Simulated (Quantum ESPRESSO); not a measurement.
# Ti (P6_3/mmc) in Quantum ESPRESSO: further runs

The runs below take Ti through phonons, with LDA.

Everything below comes from runs of Quantum ESPRESSO 7.5. Logs are shortened: lines on timing, memory, paths and dates and some standing lists are left out, and cuts for length are marked.

## Step 1: The structure

Symmetry: P6_3/mmc, No. 194, hexagonal system. Conventional cell: a = 2.950 Å, b = 2.950 Å, c = 4.680 Å, α = 90.00°, β = 90.00°, γ = 120.00°. Ti (site symmetry -6m2) has 12 Ti at 2.89 to 2.95 Å as nearest neighbours.

## Step 2: Phonons, LDA

File pw.in:

```
&CONTROL
  calculation = 'scf'
  prefix = 'pwscf'
  outdir = './tmp'
  pseudo_dir = './pseudo'
  tprnfor = .true.
  tstress = .true.
  disk_io = 'low'
/
&SYSTEM
  ibrav = 0
  celldm(1) = 8
  nat = 2
  ntyp = 1
  ecutwfc = 45
  ecutrho = 360
  nbnd = 19
  occupations = 'smearing'
  smearing = 'mv'
  degauss = 0.01469973
/
&ELECTRONS
  conv_thr = 4d-10
  electron_maxstep = 120
  mixing_beta = 0.5
/
ATOMIC_SPECIES
Ti    47.8670 ti_lda_v1.4.uspp.F.UPF
CELL_PARAMETERS alat
  0.6968365084558   0.0000000000000   0.0000000000000
 -0.3484182542279   0.6034781186156   0.0000000000000
  0.0000000000000   0.0000000000000   1.1054897829061
ATOMIC_POSITIONS crystal
Ti     0.6666666667    0.3333333333    0.7500000000
Ti     0.3333333333    0.6666666667    0.2500000000
K_POINTS automatic
8 8 5 0 0 0
```

File relax.in:

```
&CONTROL
  calculation = 'vc-relax'
  prefix = 'pwscf'
  outdir = './tmp'
  pseudo_dir = './pseudo'
  tprnfor = .true.
  tstress = .true.
  disk_io = 'low'
  nstep = 40
  forc_conv_thr = 0.0001
  etot_conv_thr = 1d-06
/
&SYSTEM
  ibrav = 0
  celldm(1) = 8
  nat = 2
  ntyp = 1
  ecutwfc = 45
  ecutrho = 360
  nbnd = 19
  occupations = 'smearing'
  smearing = 'mv'
  degauss = 0.01469973
/
&ELECTRONS
  conv_thr = 4d-10
  electron_maxstep = 120
  mixing_beta = 0.5
/
&IONS
  ion_dynamics = 'bfgs'
/
&CELL
  cell_dynamics = 'bfgs'
  press = 0
  press_conv_thr = 0.2
/
ATOMIC_SPECIES
Ti    47.8670 ti_lda_v1.4.uspp.F.UPF
CELL_PARAMETERS alat
  0.6968365084558   0.0000000000000   0.0000000000000
 -0.3484182542279   0.6034781186156   0.0000000000000
  0.0000000000000   0.0000000000000   1.1054897829061
ATOMIC_POSITIONS crystal
Ti     0.6666666667    0.3333333333    0.7500000000
Ti     0.3333333333    0.6666666667    0.2500000000
K_POINTS automatic
8 8 5 0 0 0
```

File scf2.in:

```
&CONTROL
  calculation = 'scf'
  prefix = 'pwscf'
  outdir = './tmp'
  pseudo_dir = './pseudo'
  tprnfor = .true.
  tstress = .true.
  disk_io = 'low'
/
&SYSTEM
  ibrav = 0
  celldm(1) = 8
  nat = 2
  ntyp = 1
  ecutwfc = 45
  ecutrho = 360
  nbnd = 19
  occupations = 'smearing'
  smearing = 'mv'
  degauss = 0.01469973
/
&ELECTRONS
  conv_thr = 1d-13
  electron_maxstep = 120
  mixing_beta = 0.5
  startingpot = 'file'
  startingwfc = 'file'
/
ATOMIC_SPECIES
Ti    47.8670 ti_lda_v1.4.uspp.F.UPF
CELL_PARAMETERS alat
  0.6764145193339  -0.0000000000000   0.0000000000000
 -0.3382072596670   0.5857921572318   0.0000000000000
  0.0000000000000   0.0000000000000   1.0718079385111
ATOMIC_POSITIONS crystal
Ti     0.6666666666    0.3333333332    0.7500000000
Ti     0.3333333332    0.6666666666    0.2500000000
K_POINTS automatic
8 8 5 0 0 0
```

File ph.in:

```
phonons of Ti
&INPUTPH
  prefix = 'pwscf'
  outdir = './tmp'
  tr2_ph = 1d-18
  fildyn = 'dyn'
  niter_ph = 90
  alpha_mix(1) = 0.4
/
0.4927944681 0.8535450565 0.4665014897
```

Potentials or basis: GBRV 1.5 LDA.

The run is started by

```bash
$ OMP_NUM_THREADS=1 mpirun -n 4 pw.x -nk 4 -in pw.in > pw.out
$ OMP_NUM_THREADS=1 mpirun -n 4 pw.x -nk 4 -in relax.in > relax.out
$ OMP_NUM_THREADS=1 mpirun -n 4 pw.x -nk 4 -in scf2.in > scf2.out
$ OMP_NUM_THREADS=1 mpirun -n 4 ph.x -nk 4 -in ph.in > ph.out
```

pw.out:

```text
This program is part of the open-source Quantum ESPRESSO suite
     for quantum simulation of materials; please cite
[... 6 lines left out ...]
     using ibrav=0 with symmetry is DISCOURAGED, use correct ibrav instead

     K-points division:     npool     =       4
     Subspace diagonalization in iterative solution of the eigenvalue problem:
     a serial algorithm will be used

     G-vector sticks info
     --------------------
     sticks:   dense  smooth     PW     G-vecs:    dense   smooth      PW
     Sum         769     379    121                27449     9715    1713

     Using Slab Decomposition

     bravais-lattice index     =            0
     lattice parameter (alat)  =       8.0000  a.u.
     unit-cell volume          =     238.0220 (a.u.)^3
     number of atoms/cell      =            2
     number of atomic types    =            1
     number of electrons       =        24.00
     number of Kohn-Sham states=           19
     kinetic-energy cutoff     =      45.0000  Ry
     charge density cutoff     =     360.0000  Ry
     scf convergence threshold =      4.0E-10
     mixing beta               =       0.5000
     number of iterations used =            8  plain     mixing
     Exchange-correlation=  SLA  PZ   NOGX NOGC
                           (   1   1   0   0   0   0   0)

     celldm(1)=   8.000000  celldm(2)=   0.000000  celldm(3)=   0.000000
     celldm(4)=   0.000000  celldm(5)=   0.000000  celldm(6)=   0.000000

     crystal axes: (cart. coord. in units of alat)
               a(1) = (   0.696837   0.000000   0.000000 )
               a(2) = (  -0.348418   0.603478   0.000000 )
               a(3) = (   0.000000   0.000000   1.105490 )

     reciprocal axes: (cart. coord. in units 2 pi/alat)
               b(1) = (  1.435057  0.828530 -0.000000 )
               b(2) = (  0.000000  1.657061  0.000000 )
               b(3) = (  0.000000 -0.000000  0.904576 )

     PseudoPot. # 1 for Ti read from file:
     ti_lda_v1.4.uspp.F.UPF
     Pseudo is Ultrasoft + core correction, Zval = 12.0
     Generated by new atomic code, or converted to UPF format
     Using radial grid of  851 points,  6 beta functions with:
                l(1) =   0
                l(2) =   0
                l(3) =   1
                l(4) =   1
                l(5) =   2
                l(6) =   2
     Q(r) pseudized with  6 coefficients,  rinner =    1.000   1.000   1.000
                                                       1.000   1.000

     atomic species   valence    mass     pseudopotential
     Ti               12.00    47.86700     Ti( 1.00)

     24 Sym. Ops., with inversion, found (12 have fractional translation)

   Cartesian axes

     site n.     atom                  positions (alat units)
         1        Ti     tau(   1) = (   0.3484183   0.2011594   0.8291173  )
         2        Ti     tau(   2) = (  -0.0000000   0.4023187   0.2763724  )

     number of k points=    30  Marzari-Vanderbilt smearing, width (Ry)=  0.0147
                       cart. coord. in units 2pi/alat
        k(    1) = (   0.0000000   0.0000000   0.0000000), wk =   0.0062500
        k(    2) = (   0.0000000   0.0000000   0.1809153), wk =   0.0125000
        k(    3) = (   0.0000000   0.0000000   0.3618306), wk =   0.0125000
        k(    4) = (   0.0000000   0.2071326   0.0000000), wk =   0.0375000
        k(    5) = (   0.0000000   0.2071326   0.1809153), wk =   0.0750000
        k(    6) = (   0.0000000   0.2071326   0.3618306), wk =   0.0750000
[... 22 lines left out ...]
        k(   29) = (   0.3587642   0.8285305   0.1809153), wk =   0.0750000
        k(   30) = (   0.3587642   0.8285305   0.3618306), wk =   0.0750000

     Dense  grid:    27449 G-vectors     FFT dimensions: (  36,  36,  54)

     Smooth grid:     9715 G-vectors     FFT dimensions: (  24,  24,  40)

     Check: negative core charge=   -0.000016

     Initial potential from superposition of free atoms

     starting charge      21.9999, renormalised to      24.0000

     negative rho (up, down):  1.730E-03 0.000E+00
     Starting wfcs are   20 randomized atomic wfcs

     Self-consistent Calculation

     iteration #  1     ecut=    45.00 Ry     beta= 0.50
     Davidson diagonalization with overlap
     ethr =  1.00E-02,  avg # of iterations =  3.6

     negative rho (up, down):  1.895E-03 0.000E+00

     total energy              =    -238.15653137 Ry
     estimated scf accuracy    <       1.26225993 Ry

     iteration #  2     ecut=    45.00 Ry     beta= 0.50
     Davidson diagonalization with overlap
     ethr =  5.26E-03,  avg # of iterations =  2.7

     negative rho (up, down):  1.457E-03 0.000E+00

     total energy              =    -238.46726256 Ry
     estimated scf accuracy    <       0.01319131 Ry

     iteration #  3     ecut=    45.00 Ry     beta= 0.50
     Davidson diagonalization with overlap
     ethr =  5.50E-05,  avg # of iterations =  4.1

     negative rho (up, down):  1.005E-03 0.000E+00

     total energy              =    -238.47077089 Ry
     estimated scf accuracy    <       0.00308728 Ry

     iteration #  4     ecut=    45.00 Ry     beta= 0.50
     Davidson diagonalization with overlap
     ethr =  1.29E-05,  avg # of iterations =  3.9
[... 64 lines left out ...]
     negative rho (up, down):  9.727E-04 0.000E+00

     total energy              =    -238.47219832 Ry
     estimated scf accuracy    <          4.4E-10 Ry

     iteration # 12     ecut=    45.00 Ry     beta= 0.50
     Davidson diagonalization with overlap
     ethr =  1.82E-12,  avg # of iterations =  1.0

     negative rho (up, down):  9.726E-04 0.000E+00

     total energy              =    -238.47219832 Ry
     estimated scf accuracy    <          5.6E-10 Ry

     iteration # 13     ecut=    45.00 Ry     beta= 0.50
     Davidson diagonalization with overlap
     ethr =  1.82E-12,  avg # of iterations =  2.2

     negative rho (up, down):  9.726E-04 0.000E+00

     End of self-consistent calculation

          k = 0.0000 0.0000 0.0000 (  1201 PWs)   bands (ev):

   -43.4143 -43.2788 -20.3192 -19.6761 -19.6761 -19.6224 -19.5770 -19.5770
     6.7535  10.2035  13.5946  13.5946  13.6565  13.6952  14.0810  14.0810
    14.4147  14.4147  15.9275

          k = 0.0000 0.0000 0.1809 (  1195 PWs)   bands (ev):

   -43.4015 -43.2919 -20.2550 -19.6915 -19.6667 -19.6667 -19.5865 -19.5865
     7.0832  10.0101  13.1770  13.4753  13.4753  13.5205  13.9158  13.9158
    14.7423  14.7423  15.9314

          k = 0.0000 0.0000 0.3618 (  1195 PWs)   bands (ev):

   -43.3679 -43.3260 -20.0848 -19.8696 -19.6420 -19.6420 -19.6114 -19.6114
     7.9925   9.1821  12.8318  13.1141  13.4343  13.4343  13.6143  13.6143
    15.3197  15.3197  15.7698

          k = 0.0000 0.2071 0.0000 (  1189 PWs)   bands (ev):

   -43.3994 -43.2730 -20.2860 -19.7436 -19.6984 -19.6467 -19.6367 -19.5862
     7.1815  10.5320  12.9478  13.0556  13.8528  13.8964  14.1213  14.1958
    14.2068  14.3488  16.0388

          k = 0.0000 0.2071 0.1809 (  1200 PWs)   bands (ev):

   -43.3874 -43.2852 -20.2302 -19.7371 -19.7235 -19.6877 -19.6261 -19.5970
     7.4962  10.3597  12.5765  13.0892  13.5612  13.6986  13.9015  14.1452
    14.6544  14.7225  16.0033
[... 21 lines left out ...]
   -43.3268 -43.2956 -20.1014 -19.9912 -19.7898 -19.7146 -19.7017 -19.6589
     9.2895  10.2540  12.0652  12.5528  13.0842  13.4686  14.0508  14.4154
    15.3555  15.5854  15.8016

          k = 0.0000 0.6214 0.0000 (  1214 PWs)   bands (ev):

   -43.3187 -43.2527 -20.0841 -20.0750 -19.9618 -19.7976 -19.7469 -19.6372
     9.7504  11.0473  11.2670  12.2530  13.4221  13.5602  13.7535  15.6956
    15.8603  15.8989  16.3077

          k = 0.0000 0.6214 0.1809 (  1212 PWs)   bands (ev):

   -43.3124 -43.2590 -20.1629 -20.0311 -19.9419 -19.7825 -19.7308 -19.6527
     9.8127  10.9397  11.4692  12.2190  13.5056  13.6089  13.8649  15.5983
    15.7512  15.8083  16.2227

          k = 0.0000 0.6214 0.3618 (  1207 PWs)   bands (ev):

   -43.2959 -43.2755 -20.1776 -20.1220 -19.8216 -19.7436 -19.7427 -19.6931
    10.0659  10.5219  11.8999  12.2692  13.4908  13.8426  14.1347  14.8824
    15.8881  15.9838  16.0638

          k = 0.0000-0.8285 0.0000 (  1216 PWs)   bands (ev):

   -43.2972 -43.2532 -20.1441 -20.0235 -20.0179 -19.8171 -19.7940 -19.6485
    10.5459  10.7318  11.0303  12.2783  13.2919  13.4421  13.9872  16.1354
    16.3364  16.3631  17.1578

          k = 0.0000-0.8285 0.1809 (  1212 PWs)   bands (ev):

   -43.2930 -43.2573 -20.1979 -20.0853 -19.9302 -19.8012 -19.7640 -19.6648
    10.2704  10.7524  11.6107  11.8924  13.5040  13.8302  14.0375  15.8670
    16.2062  16.3458  16.7565

          k = 0.0000-0.8285 0.3618 (  1216 PWs)   bands (ev):

   -43.2820 -43.2683 -20.2244 -20.1791 -19.8159 -19.7594 -19.7547 -19.7073
    10.2308  10.5180  11.8815  12.1198  13.8660  14.1069  14.4715  14.9848
    16.2423  16.2996  16.3118

          k = 0.1794 0.3107 0.0000 (  1206 PWs)   bands (ev):

   -43.3729 -43.2639 -20.2248 -19.8372 -19.8017 -19.7032 -19.6656 -19.6180
     7.9796  11.0520  12.2209  12.5010  13.6149  13.6699  14.1604  14.3901
    14.5085  14.9534  16.1242

          k = 0.1794 0.3107 0.1809 (  1211 PWs)   bands (ev):

   -43.3626 -43.2744 -20.1882 -19.8361 -19.8140 -19.7312 -19.6530 -19.6302
     8.2580  10.9323  11.9703  12.5875  13.4120  13.6987  13.9294  14.4457
    14.8346  15.0037  16.0586

          k = 0.1794 0.3107 0.3618 (  1206 PWs)   bands (ev):

   -43.3355 -43.3018 -20.0885 -19.9544 -19.7589 -19.7244 -19.6707 -19.6595
     9.0329  10.0984  12.1553  12.6624  13.0541  13.4106  13.9880  14.2305
    15.3171  15.5301  15.7829

          k = 0.1794 0.5178 0.0000 (  1219 PWs)   bands (ev):

   -43.3321 -43.2541 -20.1218 -19.9904 -19.9244 -19.7820 -19.7227 -19.6615
     9.3233  11.3960  11.5244  12.0553  13.2712  13.5912  13.8240  14.9686
    15.4782  15.9298  16.1954

          k = 0.1794 0.5178 0.1809 (  1220 PWs)   bands (ev):
[... 43 lines left out ...]
   -43.2821 -43.2682 -20.1465 -20.1191 -19.8907 -19.8494 -19.7391 -19.7026
    10.8089  11.0092  12.0518  12.3721  12.6958  12.9081  14.0914  14.6775
    15.8737  16.3499  17.3912

          k = 0.3588 0.8285 0.0000 (  1224 PWs)   bands (ev):

   -43.2769 -43.2586 -20.0742 -19.9587 -19.9459 -19.9297 -19.8524 -19.7935
    11.1712  11.2557  11.4263  11.7377  13.0120  13.1825  14.2215  15.7592
    16.0389  16.0887  18.1559

          k = 0.3588 0.8285 0.1809 (  1221 PWs)   bands (ev):

   -43.2752 -43.2603 -20.1047 -20.0400 -19.9887 -19.8347 -19.8224 -19.7618
    11.0446  11.5007  11.6205  11.7168  12.9234  13.0704  14.2163  15.5742
    15.7881  16.1082  18.3920

          k = 0.3588 0.8285 0.3618 (  1223 PWs)   bands (ev):

   -43.2705 -43.2648 -20.1465 -20.1249 -19.9481 -19.8842 -19.7332 -19.7119
    11.1144  11.3416  12.0083  12.1313  12.6492  12.8037  14.3357  14.7830
    15.9051  16.0801  18.7236

     the Fermi energy is    12.8331 ev

!    total energy              =    -238.47219832 Ry
     estimated scf accuracy    <          2.7E-11 Ry
     smearing contrib. (-TS)   =       0.00030296 Ry
     internal energy E=F+TS    =    -238.47250128 Ry

     The total energy is F=E-TS. E is the sum of the following terms:
     one-electron contribution =     -82.60996913 Ry
     hartree contribution      =      48.87550452 Ry
     xc contribution           =     -35.65595867 Ry
     ewald contribution        =    -169.08207799 Ry

     convergence has been achieved in  13 iterations

     negative rho (up, down):  9.726E-04 0.000E+00

     Forces acting on atoms (cartesian axes, Ry/au):

     atom    1 type  1   force =     0.00000000    0.00000000    0.00000000
     atom    2 type  1   force =     0.00000000    0.00000000    0.00000000

     Total force =     0.000000     Total SCF correction =     0.000000

     Computing stress (Cartesian axis) and pressure

     negative rho (up, down):  9.726E-04 0.000E+00
          total   stress  (Ry/bohr**3)                   (kbar)     P=      -98.69
  -0.00065297   0.00000000   0.00000000          -96.06        0.00        0.00
   0.00000000  -0.00065297  -0.00000000            0.00      -96.06       -0.00
   0.00000000  -0.00000000  -0.00070667            0.00       -0.00     -103.95

=------------------------------------------------------------------------------=
   JOB DONE.
=------------------------------------------------------------------------------=
```

Run time: 4.3 min. Hardware: 4 MPI ranks of Intel Xeon at 2.50GHz (Skylake/Cascade Lake), shared host; peak memory 0.36 GiB.

What came out:

```yaml
Free_energy: -3244.6797 eV
Relaxed_volume: 16.11 Å³/atom
Relaxed_cell: a = 2.864 Å, b = 2.864 Å, c = 4.537 Å, α = 90.00°, β = 90.00°, γ = 120.00°
Space_group_after_relaxing_to_0.05_Å: P6_3/mmc (No. 194)
Pressure_after_relaxing: 0.0 GPa
Band_gap_on_the_k_mesh: none (metal or under the smearing width)
Highest_phonon_frequency_at_the_q_point_run: 285 cm⁻¹
```

Step by step:
| step | energy change (eV) | largest force (eV/Å) | pressure (GPa) | volume (Å³) |
| --- | --- | --- | --- | --- |
| 1 | 0.0000 | 0.0000 | -9.87 | 35.27 |
| 2 | -0.0807 | 0.0000 | -4.74 | 33.53 |
| 3 | -0.1000 | 0.0000 | 0.67 | 32.06 |
| 4 | -0.1004 | 0.0000 | -0.04 | 32.24 |
| 5 | -0.1004 | 0.0000 | 0.00 | 32.23 |
| 6 | -0.1004 | 0.0000 | 0.01 | 32.22 |
| 7 | -0.1004 | 0.0000 | 0.01 | 32.22 |

Final structure:
```xyz
2
Lattice="2.8635 0.0000 0.0000 -1.4318 2.4799 0.0000 0.0000 0.0000 4.5374" Properties=species:S:1:pos:R:3 pbc="T T T"
Ti    1.4318    0.8266    3.4031
Ti    0.0000    1.6533    1.1344
```

Phonon frequencies in cm⁻¹ (negative: imaginary):
| q point | frequencies |
| --- | --- |
| (0.333, 0.333, 0.500) | 46 46 241 241 285 285 |

Caveat: the mesh is thin for the phonons of a metal; the q point doesn't lie on the k mesh, which can shift a metal's frequencies strongly unless the mesh is converged.

[end of part 1 of 2]
